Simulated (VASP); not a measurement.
Method: PBE GGA, VASP's PBE PAW potentials (set 64) (plane waves; VASP).

The input files of a VASP run:

**POSCAR**
```
CsBr
1
    4.2900000000     0.0000000000     0.0000000000
    0.0000000000     4.2900000000     0.0000000000
    0.0000000000     0.0000000000     4.2900000000
Cs Br
1 1
Direct
  0.0000000000   0.0000000000   0.0000000000
  0.5000000000   0.5000000000   0.5000000000
```

INCAR:
```
! general
SYSTEM = CsBr
PREC   = Normal
ENCUT  = 500
LREAL  = .FALSE.
LASPH  = .TRUE.

! electronic loop
EDIFF  = 1E-8
NELM   = 100
ALGO   = Normal

! smearing
ISMEAR = 0
SIGMA  = 0.01

! functional
GGA    = PE

! output
LWAVE  = .TRUE.
LCHARG = .FALSE.
```

**KPOINTS**
```
Automatic mesh
0
Gamma
6 6 6
0 0 0
```

POTCAR, in this order: Cs_sv_GW Br_GW (PBE.64 set). Program: vasp_std.

Output of the run:

File OSZICAR:
```
       N       E                     dE             d eps       ncg     rms          rms(c)
DAV:   1     0.138997390899E+03    0.13900E+03   -0.57867E+03   480   0.106E+03
DAV:   2     0.470708118152E+01   -0.13429E+03   -0.12763E+03   732   0.260E+02
DAV:   3    -0.765164065753E+01   -0.12359E+02   -0.12279E+02   604   0.949E+01
DAV:   4    -0.815177150486E+01   -0.50013E+00   -0.49949E+00   608   0.207E+01
DAV:   5    -0.816986939589E+01   -0.18098E-01   -0.18090E-01   628   0.397E+00    0.322E+00
DAV:   6    -0.777320879706E+01    0.39666E+00   -0.52580E-01   532   0.411E+00    0.254E+00
DAV:   7    -0.768891822148E+01    0.84291E-01   -0.35111E-01   576   0.325E+00    0.177E+00
DAV:   8    -0.769117977902E+01   -0.22616E-02   -0.34696E-02   592   0.153E+00    0.403E-01
DAV:   9    -0.768951399757E+01    0.16658E-02   -0.59940E-03   572   0.417E-01    0.573E-02
DAV:  10    -0.768967220593E+01   -0.15821E-03   -0.44868E-04   624   0.192E-01    0.246E-02
DAV:  11    -0.768968119474E+01   -0.89888E-05   -0.12646E-05   596   0.339E-02    0.184E-02
DAV:  12    -0.768968153369E+01   -0.33894E-06   -0.35226E-06   592   0.144E-02    0.221E-03
DAV:  13    -0.768968152185E+01    0.11837E-07   -0.10068E-06   624   0.606E-03    0.184E-03
DAV:  14    -0.768968160921E+01   -0.87356E-07   -0.86124E-08   580   0.232E-03    0.373E-04
DAV:  15    -0.768968163531E+01   -0.26105E-07   -0.86865E-09   444   0.797E-04    0.226E-04
DAV:  16    -0.768968163010E+01    0.52081E-08   -0.21433E-09   356   0.419E-04
   1 F= -.76896816E+01 E0= -.76896816E+01  d E =-.105693E-64
```

OUTCAR:
```
------------------------ aborting loop because EDIFF is reached ----------------------------------------
  FORCE on cell =-STRESS in cart. coord.  units (eV):
  Direction    XX          YY          ZZ          XY          YZ          ZX
  --------------------------------------------------------------------------------------
  Total        0.4876629      0.4876629      0.4876629      0.0000000      0.0000000     -0.0000000
  in kB        9.8959707      9.8959707      9.8959707      0.0000000      0.0000000     -0.0000000
  external PRESSURE =       9.8959707 kB  Pullay stress =       0.0000000 kB
  volume of cell :       78.95
      direct lattice vectors                 reciprocal lattice vectors
     4.290000000  0.000000000  0.000000000     0.233100233  0.000000000  0.000000000
     0.000000000  4.290000000  0.000000000     0.000000000  0.233100233  0.000000000
     0.000000000  0.000000000  4.290000000     0.000000000  0.000000000  0.233100233
 POSITION                                       TOTAL-FORCE (eV/Angst)
 -----------------------------------------------------------------------------------
      0.00000      0.00000      0.00000         0.000000      0.000000      0.000000
      2.14500      2.14500      2.14500         0.000000      0.000000      0.000000
 -----------------------------------------------------------------------------------
    total drift:                                0.000000      0.000000     -0.000000
  FREE ENERGIE OF THE ION-ELECTRON SYSTEM (eV)
  ---------------------------------------------------
  free  energy   TOTEN  =        -7.6896816301 eV

  energy  without entropy=       -7.6896816301  energy(sigma->0) =       -7.68968163
```
(Selected blocks of OUTCAR.)

The compound is CsBr in the CsCl type structure. The cell was not relaxed at this level.
